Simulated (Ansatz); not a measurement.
Input of an Ansatz 0.2.0 run:

input.yaml

```yaml
crystal:
  lattice:
    - [0.0, 2.115, 2.115]
    - [2.115, 0.0, 2.115]
    - [2.115, 2.115, 0.0]
  atoms:
    - { symbol: Nb, position: [0.0, 0.0, 0.0] }
hamiltonian:
  xc: pbe
  pseudopotentials: { kind: paw }
kpoints:
  mp_grid: { grid: [11, 11, 11] }
scf:
  occupations: { method: gaussian, width: 0.019 }
output:
  forces: true
  stress: true
  eigenvalues: true
```

Potentials or basis: Ansatz PAW.

The run is started by

```sh
$ ansatz run input.yaml --threads 2 --pin off --max-ram 5632MiB --backend cpu --events-out ev --progress --plain --runs-dir out
```

Estimate the band gap on the k mesh.

none (metal or under the smearing width).

Predict the pressure.

-1.9 GPa.
